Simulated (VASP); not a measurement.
A run of VASP 6.6.1 is set up as follows.

The input INCAR:

```
  AGGAC = 1.0
  AGGAX = 1.0
  ALDAC = 0.0
  ALDAX = 1.0
  ALGO = Fast
  EDIFF = 1E-6
  EDIFFG = -0.01
  ENCUT = 600
  GGA = B5
  IBRION = 2
  ISIF = 3
  ISMEAR = -1
  LASPH = T
  LCHARG = F
  LREAL = F
  LWAVE = F
  NELM = 80
  NSW = 60
  PREC = Accurate
  SIGMA = 0.05
```

File KPOINTS:

```
k-points
0
Gamma
  10 10 8
```

POSCAR

```
TiO
1.0
    3.0310000000      0.0000000000      0.0000000000
   -1.5155000000      2.6249229989      0.0000000000
    0.0000000000      0.0000000000      3.2377000000
Ti O
1 1
Direct
    0.6666666667      0.3333333333      0.0000000000
    0.0000000000      0.0000000000      0.5000000000
```

Potentials or basis: VASP PAW PBE potentials, release 64 (Ti_sv, O).

Launch:

```console
$ cat potpaw_PBE.64/Ti_sv/POTCAR potpaw_PBE.64/O/POTCAR > POTCAR
$ mpirun -np 1 vasp_std > vasp.out
```

Task: Predict the band gap on the k mesh.

Result: None (metal or under the smearing width).

Task: What does it give for the space group after relaxing (to 0.05 Å)?

Result: P-6m2 (No. 187).

Task: Estimate the relaxed volume.

Result: 10.13 Å³/atom.

Task: Predict the relaxed cell.

Result: a = 2.859 Å, b = 2.859 Å, c = 2.862 Å, α = 90.00°, β = 90.00°, γ = 120.00°.

The path:
| step | energy change (eV) | largest force (eV/Å) | pressure (GPa) | volume (Å³) |
| --- | --- | --- | --- | --- |
| 1 | 0.0000 | 0.0000 | -30.67 | 25.76 |
| 2 | -0.3950 | 0.0000 | 43.33 | 17.57 |
| 3 | -0.7312 | 0.0000 | -0.46 | 20.29 |
| 4 | -0.7315 | 0.0000 | 0.44 | 20.19 |
| 5 | -0.7310 | 0.0000 | 1.66 | 20.09 |
| 6 | -0.7325 | 0.0000 | -1.12 | 20.37 |
| 7 | -0.7328 | 0.0000 | -0.41 | 20.30 |
| 8 | -0.7328 | 0.0000 | -0.26 | 20.29 |
| 9 | -0.7328 | 0.0000 | -0.35 | 20.29 |
| 10 | -0.7329 | 0.0000 | 0.13 | 20.26 |
| 11 | -0.7329 | 0.0000 | 0.04 | 20.27 |

Caveat: the volume moved by over 15 % at a fixed basis, so the end points are rough; the PAW data sets were made with another functional, which shifts forces and pressure a little; the volume moved by -21 % from the deposited cell, more than functionals usually miss; semilocal functionals often make such compounds metallic where correlation or magnetic order opens a gap, which also shifts bond lengths.
